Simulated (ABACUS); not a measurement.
The system is InAs.

```
In As
1.0
     0.00000    3.01800    3.01800
     3.01800    0.00000    3.01800
     3.01800    3.01800    0.00000
In As
1 1
Direct
  0.00000 0.00000 0.00000
  0.75000 0.75000 0.75000
```

```yaml
Program: ABACUS 3.10.1
Task: relaxation of cell and atoms
Functional: HLE16
Potentials_or_basis: GBRV ultrasoft 1.5 PBE
Cutoff: 544 eV
Density_cutoff: 4354 eV
Basis: plane waves
k_mesh: 6 × 6 × 6
Occupations: fermi-dirac, width 0.05 eV
Spin: no spin polarisation
```

At the start: pressure -5.8 GPa; volume 27.49 Å³/atom.

**Question.** Where does the relaxation end?

**Answer.** Over 4 steps the energy falls by 56.4 meV/atom and the volume is 24.71 Å³/atom (-10.1 %); space group F-43m (No. 216, to 0.05 Å).

Step by step:
| step | energy change (eV) | largest force (eV/Å) | pressure (GPa) | volume (Å³) |
| --- | --- | --- | --- | --- |
| 1 | 0.0000 | 0.0000 | -5.82 | 54.98 |
| 2 | -0.0865 | 0.0000 | 3.87 | 47.15 |
| 3 | -0.1128 | 0.0000 | -0.02 | 49.44 |
| 4 | -0.1128 | 0.0000 | 0.02 | 49.42 |

Final structure:
```xyz
2
Lattice="0.0000 2.9128 2.9128 2.9128 0.0000 2.9128 2.9128 2.9128 0.0000" Properties=species:S:1:pos:R:3 pbc="T T T"
In    0.0000    0.0000    0.0000
As    4.3691    4.3691    4.3691
```

Caveat: the potentials were made for a functional far from this one; the potentials were made for another functional, which shifts forces and pressure; the volume moved by -10 % from the deposited cell, more than functionals usually miss.
